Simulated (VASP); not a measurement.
# Ti6C (Fm-3m) in VASP: notebook

The runs below take Ti6C through single point, with PBE.

All numbers are computed with VASP 6.6.1; they aren't measurements. Logs are shortened: lines on timing, memory, paths and dates and some standing lists are left out, and cuts for length are marked.

## 1. The cell of the first run

It takes space group Fm-3m (No. 225, cubic). Conventional cell: a = 7.442 Å, b = 7.442 Å, c = 7.442 Å, α = 90.00°, β = 90.00°, γ = 90.00°. Ti (site symmetry mmm) has 8 Ti at 2.63 Å and 2 C at 2.63 Å as nearest neighbours. C (site symmetry m-3m) has 12 Ti at 2.63 Å as nearest neighbours.

The cell was built by a generator and needn't be a form met in nature.

## 2. Single point, PBE (species swapped into the Zn6Mo type (Fm-3m, No. 225))

INCAR

```
SYSTEM = Ti6C
PREC = Accurate
ENCUT = 520
EDIFF = 1E-7
ISMEAR = 0
SIGMA = 0.1
LREAL = .FALSE.
LASPH = .TRUE.
NELM = 80
ALGO = Normal
ISIF = 2
LWAVE = .FALSE.
LCHARG = .FALSE.
GGA = PE
NBANDS = 47
```

KPOINTS

```
Automatic mesh
0
G
  4 4 4
  0 0 0
```

POSCAR

```
Ti6C
1.0
    0.0000000000      3.7210749700      3.7210749700
    3.7210749700      0.0000000000      3.7210749700
    3.7210749700      3.7210749700      0.0000000000
Ti C
6 1
Direct
    0.5000000000      0.5000000000      0.0000000000
    0.5000000000      0.0000000000      0.5000000000
    0.0000000000      0.0000000000      0.5000000000
    0.0000000000      0.5000000000      0.0000000000
    0.0000000000      0.5000000000      0.5000000000
    0.5000000000      0.0000000000      0.0000000000
    0.0000000000      0.0000000000      0.0000000000
```

Potentials or basis: VASP PAW PBE potentials, release 64 (Ti_sv, C).

Command:

```bash
$ cat potpaw_PBE.64/Ti_sv/POTCAR potpaw_PBE.64/C/POTCAR > POTCAR
$ mpirun -np 1 vasp_std > vasp.out
```

OUTCAR:

```text
SYSTEM = Ti6C
   PREC = Accurate
   ENCUT = 520
   EDIFF = 1E-7
   ISMEAR = 0
   LREAL = .FALSE.
   LASPH = .TRUE.
   NELM = 80
   ISIF = 2
   GGA = PE

 ion  position               nearest neighbor table
   1  0.500  0.500  0.000-   4 2.63   6 2.63   2 2.63   5 2.63   2 2.63   6 2.63   4 2.63   5 2.63

   2  0.500  0.000  0.500-   3 2.63   6 2.63   1 2.63   6 2.63   1 2.63   5 2.63   3 2.63   5 2.63

   3  0.000  0.000  0.500-   2 2.63   5 2.63   4 2.63   6 2.63   4 2.63   5 2.63   2 2.63   6 2.63

   4  0.000  0.500  0.000-   1 2.63   5 2.63   3 2.63   5 2.63   3 2.63   6 2.63   1 2.63   6 2.63

   5  0.000  0.500  0.500-   3 2.63   4 2.63   1 2.63   4 2.63   2 2.63   3 2.63   1 2.63   2 2.63

   6  0.500  0.000  0.000-   1 2.63   2 2.63   2 2.63   3 2.63   1 2.63   4 2.63   3 2.63   4 2.63

   7  0.000  0.000  0.000-

  LATTYP: Found a face centered cubic cell.
 ALAT       =     7.4421499400

  Lattice vectors:

 A1 = (   0.0000000000,   3.7210749700,   3.7210749700)
 A2 = (   3.7210749700,   0.0000000000,   3.7210749700)
 A3 = (   3.7210749700,   3.7210749700,   0.0000000000)

Analysis of symmetry for initial positions (statically):
=====================================================================
 Subroutine PRICEL returns:
 Original cell was already a primitive cell.

 Routine SETGRP: Setting up the symmetry group for a
 face centered cubic supercell.

 Subroutine GETGRP returns: Found 48 space group operations
 (whereof 48 operations were pure point group operations)
 out of a pool of 48 trial point group operations.

The static configuration has the point symmetry O_h .

Analysis of symmetry for dynamics (positions and initial velocities):
=====================================================================
 Subroutine PRICEL returns:
 Original cell was already a primitive cell.

 Routine SETGRP: Setting up the symmetry group for a
 face centered cubic supercell.

 Subroutine GETGRP returns: Found 48 space group operations
 (whereof 48 operations were pure point group operations)
 out of a pool of 48 trial point group operations.

The dynamic configuration has the point symmetry O_h .

 Subroutine INISYM returns: Found 48 space group operations
 (whereof 48 operations are pure point group operations),
 and found     1 'primitive' translations

----------------------------------------------------------------------------------------

                                     Primitive cell

  volume of cell :     103.0470

  direct lattice vectors                    reciprocal lattice vectors
     0.000000000  3.721074970  3.721074970    -0.134369773  0.134369773  0.134369773
     3.721074970  0.000000000  3.721074970     0.134369773 -0.134369773  0.134369773
     3.721074970  3.721074970  0.000000000     0.134369773  0.134369773 -0.134369773

  length of vectors
     5.262394689  5.262394689  5.262394689     0.232735274  0.232735274  0.232735274

  position of ions in fractional coordinates (direct lattice)
     0.500000000  0.500000000  0.000000000
     0.500000000  0.000000000  0.500000000
     0.000000000  0.000000000  0.500000000
     0.000000000  0.500000000  0.000000000
     0.000000000  0.500000000  0.500000000
     0.500000000  0.000000000  0.000000000
     0.000000000  0.000000000  0.000000000

  ion indices of the primitive-cell ions
   primitive index   ion index
                 1           1
                 2           2
                 3           3
                 4           4
                 5           5
                 6           6
                 7           7

----------------------------------------------------------------------------------------

 KPOINTS: Automatic mesh

Automatic generation of k-mesh.
 Grid dimensions read from file:
 generate k-points for:    4    4    4

 Generating k-lattice:

  Cartesian coordinates                     Fractional coordinates (reciprocal lattice)
    -0.033592443  0.033592443  0.033592443     0.250000000  0.000000000  0.000000000
     0.033592443 -0.033592443  0.033592443     0.000000000  0.250000000  0.000000000
     0.033592443  0.033592443 -0.033592443     0.000000000  0.000000000  0.250000000

  Length of vectors
     0.058183819  0.058183819  0.058183819

  Shift w.r.t. Gamma in fractional coordinates (k-lattice)
     0.000000000  0.000000000  0.000000000

 Subroutine IBZKPT returns following result:
 ===========================================

 Found      8 irreducible k-points:

 Following reciprocal coordinates:
            Coordinates               Weight
  0.000000  0.000000  0.000000      1.000000
  0.250000  0.000000  0.000000      8.000000
  0.500000  0.000000  0.000000      4.000000
  0.250000  0.250000  0.000000      6.000000
  0.500000  0.250000  0.000000     24.000000
 -0.250000  0.250000  0.000000     12.000000
  0.500000  0.500000  0.000000      3.000000
 -0.250000  0.500000  0.250000      6.000000
   k-points           NKPTS =      8   k-points in BZ     NKDIM =      8   number of bands    NBANDS=     47
   number of dos      NEDOS =    301   number of ions     NIONS =      7
   total plane-waves  NPLWV =  64000
   dimension x,y,z NGX =    40 NGY =   40 NGZ =   40
   dimension x,y,z NGXF=    80 NGYF=   80 NGZF=   80
   ions per type =               6   1
   NGX,Y,Z   is equivalent  to a cutoff of  12.64, 12.64, 12.64 a.u.
   NGXF,Y,Z  is equivalent  to a cutoff of  25.27, 25.27, 25.27 a.u.
 SYSTEM =  Ti6C
   PREC   = accura    normal or accurate (medium, high low for compatibility)
   ISTART =      0    job   : 0-new  1-cont  2-samecut
   ICHARG =      2    charge: 1-file 2-atom 10-const
   ISPIN  =      1    spin polarized calculation?
   LNONCOLLINEAR =      F non collinear calculations
   LSORBIT =      F    spin-orbit coupling
   LASPH  =      T    aspherical Exc in radial PAW
   ENCUT  =  520.0 eV  38.22 Ry    6.18 a.u.   9.78  9.78  9.78*2*pi/ulx,y,z
   NELM   =     80;   NELMIN=  2; NELMDL= -5     # of ELM steps
   EDIFF  = 0.1E-06   stopping-criterion for ELM
   LREAL  =      F    real-space projection
   EDIFFG = 0.1E-05   stopping-criterion for IOM
   NSW    =      0    number of steps for IOM
   IBRION =     -1    ionic relax: 0-MD 1-quasi-New 2-CG
   NFREE  =      0    steps in history (QN), initial steepest desc. (CG)
   ISIF   =      2    stress and relaxation
   ISYM   =      2    0-nonsym 1-usesym 2-fastsym
   POTIM  = 0.5000    time-step for ionic-motion
   TEBEG  =    0.0;   TEEND  =   0.0 temperature during run
   PSTRESS=    0.0 pullay stress
   NELECT =      76.0000    total number of electrons
   NUPDOWN=      -1.0000    fix difference up-down
   EMIN   =  10.00;   EMAX   =-10.00  energy-range for DOS
   EFERMI =   0.00;   METHOD = LEGACY
   ISMEAR =     0;   SIGMA  =   0.10  broadening in eV -4-tet -1-fermi 0-gaus
   EFERMI_NEDOS =   21; number of points for ismear=-14 and -15
   IALGO  =     38    algorithm
   IMIX   =      4    mixing-type and parameters
     AMIX     =   0.40;   BMIX     =  1.00
     AMIX_MAG =   1.60;   BMIX_MAG =  1.00
  volume/ion in A,a.u.               =      14.72        99.34
  Fermi-wavevector in a.u.,A,eV,Ry     =   1.479112  2.795116 29.766433  2.187771
  Thomas-Fermi vector in A             =   2.593310
   LORBIT       =      0    0 simple, 1 ext, 2 COOP (PROOUT), +10 PAW based schemes
   GGA     = PE    functional components
   LHFCALC =     F    Hartree Fock is set to
   AEXX    =    0.0000 exact exchange contribution
   IVDW    =     0    specifies the selected vdW correction
   LEPSILON=     F    determine dielectric tensor
   LRPA    =     F    only Hartree local field effects (RPA)
 non-spin polarized calculation
 Gauss-broadening in eV      SIGMA  =   0.10
  energy-cutoff  :      520.00
  volume of cell :      103.05
 maximum number of plane-waves:      2788
   NGX = 19   NGY = 19   NGZ = 19

 number of electron      76.0000026 magnetization

 Free energy of the ion-electron system (eV)
  ---------------------------------------------------
  ext. energy  EPLUGINS =         0.00000000
  ---------------------------------------------------
  free energy    TOTEN  =       -52.33321924 eV

  energy without entropy =      -52.27193961  energy(sigma->0) =      -52.30257942

 E-fermi :   8.7561     XC(G=0): -11.8341

 val. band max:        8.7469502042   @ k =   0.5000   0.2500   0.0000
 cond. band min:       8.7764070624   @ k =  -0.2500   0.5000   0.2500
 fundamental gap:      0.0294568582
 Fermi energy:         8.7561462939

 k-point     1 :       0.0000    0.0000    0.0000
  band No.  band energies     occupation
      1     -47.6355      2.00000
      2     -47.3796      2.00000
      3     -47.3796      2.00000
      4     -47.3796      2.00000
      5     -47.2577      2.00000
      6     -47.2577      2.00000
[... 39 lines left out ...]
     46      11.2062      0.00000
     47      11.4359      0.00000

 k-point     2 :       0.2500    0.0000    0.0000
  band No.  band energies     occupation
      1     -47.5988      2.00000
      2     -47.4179      2.00000
      3     -47.3620      2.00000
      4     -47.3620      2.00000
      5     -47.2758      2.00000
      6     -47.2758      2.00000
[... 39 lines left out ...]
     46      11.0945      0.00000
     47      11.4444      0.00000

 k-point     3 :       0.5000    0.0000    0.0000
  band No.  band energies     occupation
      1     -47.5092      2.00000
      2     -47.5091      2.00000
      3     -47.3193      2.00000
      4     -47.3193      2.00000
      5     -47.3193      2.00000
      6     -47.3193      2.00000
[... 239 lines left out ...]
     46      10.8679      0.00000
     47      10.8834      0.00000

 k-point     8 :      -0.2500    0.5000    0.2500
  band No.  band energies     occupation
      1     -47.4727      2.00000
      2     -47.4727      2.00000
      3     -47.3832      2.00000
      4     -47.3831      2.00000
      5     -47.2928      2.00000
      6     -47.2928      2.00000
[... 39 lines left out ...]
     46      10.5967      0.00000
     47      10.8414      0.00000

------------------------ aborting loop because EDIFF is reached ----------------------------------------

  FORCE on cell =-STRESS in cart. coord.  units (eV):
  Direction    XX          YY          ZZ          XY          YZ          ZX
  --------------------------------------------------------------------------------------
  -------------------------------------------------------------------------------------
  Total        3.3038503      3.3038503      3.3038503     -0.0000000      0.0000000     -0.0000000
  in kB       51.3683588     51.3683588     51.3683588     -0.0000000      0.0000000     -0.0000000
  external PRESSURE =      51.3683588 kB  Pullay stress =       0.0000000 kB

 VOLUME and BASIS-vectors are now :
 -----------------------------------------------------------------------------
  energy-cutoff  :      520.00
  volume of cell :      103.05
      direct lattice vectors                 reciprocal lattice vectors
     0.000000000  3.721074970  3.721074970    -0.134369773  0.134369773  0.134369773
     3.721074970  0.000000000  3.721074970     0.134369773 -0.134369773  0.134369773
     3.721074970  3.721074970  0.000000000     0.134369773  0.134369773 -0.134369773

 POSITION                                       TOTAL-FORCE (eV/Angst)
 -----------------------------------------------------------------------------------
      1.86054      1.86054      3.72107         0.000000     -0.000000      0.000000
      1.86054      3.72107      1.86054         0.000000     -0.000000     -0.000000
      1.86054      1.86054      0.00000         0.000000     -0.000000      0.000000
      1.86054      0.00000      1.86054         0.000000      0.000000     -0.000000
      3.72107      1.86054      1.86054         0.000000     -0.000000     -0.000000
      0.00000      1.86054      1.86054        -0.000000     -0.000000     -0.000000
      0.00000      0.00000      0.00000        -0.000000     -0.000000     -0.000000
 -----------------------------------------------------------------------------------
    total drift:                                0.000000     -0.000000      0.000000

  FREE ENERGIE OF THE ION-ELECTRON SYSTEM (eV)
  ---------------------------------------------------
  free  energy   TOTEN  =       -52.3332192395 eV

  energy  without entropy=      -52.2719396102  energy(sigma->0) =      -52.30257942
```

It took 51 s on 1 thread of Intel Xeon Platinum 8488C (Sapphire Rapids), shared host; peak memory 0.24 GiB.

Results:

```
Free energy            : -52.3332 eV
Pressure               : 5.1 GPa
Band gap on the k mesh : none (metal or under the smearing width)
```

Caveat: the k mesh is coarse (spacing up to 0.37 Å⁻¹), so the values aren't converged.

## 3. Single point, PBE (species swapped into the Zn6Mo type (Fm-3m, No. 225))

INCAR

```
SYSTEM = Ti6C
  PREC = Accurate
  ENCUT = 520
  EDIFF = 1E-7
  ISMEAR = 0
  SIGMA = 0.1
  LREAL = .False.
  LASPH = .True.
  NELM = 100
  ALGO = Fast
  ISIF = 2
  LWAVE = .False.
  LCHARG = .True.
  GGA = PE
  LELF = .True.
  LVHAR = .True.
  NBANDS = 47
```

KPOINTS

```
Automatic mesh
0
Gamma
  10 10 10
  0 0 0
```

Edit POSCAR of step 2 so:

```diff
@@ -2,5 +2,5 @@
 1.0
-    0.0000000000      3.7210749700      3.7210749700
-    3.7210749700      0.0000000000      3.7210749700
-    3.7210749700      3.7210749700      0.0000000000
+    0.0000000000      3.7780797118      3.7780797118
+    3.7780797118      0.0000000000      3.7780797118
+    3.7780797118      3.7780797118      0.0000000000
 Ti C
```

Potentials or basis: VASP PAW PBE potentials, release 64 (Ti_sv, C).

Command:

```bash
$ cat potpaw_PBE.64/Ti_sv/POTCAR potpaw_PBE.64/C/POTCAR > POTCAR
$ mpirun -np 1 vasp_std > vasp.out
```

Wall time 14 min (1 thread of Intel Xeon Platinum 8375C at 2.90GHz (Ice Lake), shared host); peak memory 0.36 GiB.

It converged, with:

- Free energy: -52.3904 eV
- Pressure: -0.3 GPa
- Band gap on the k mesh: none (metal or under the smearing width)

Levels at points of the mesh, in eV from the Fermi level:
| k point | band 36 | band 37 | band 38 | band 39 | band 40 | band 41 |
| --- | --- | --- | --- | --- | --- | --- |
| (0.00, 0.00, 0.00) | -1.35 | -1.35 | -1.35 | 0.86 | 0.86 | 0.86 |
| (0.50, 0.00, 0.00) | -0.53 | -0.19 | -0.10 | -0.10 | 0.50 | 0.64 |
| (0.50, 0.50, 0.00) | -0.27 | 0.00 | 0.00 | 0.15 | 0.84 | 0.84 |
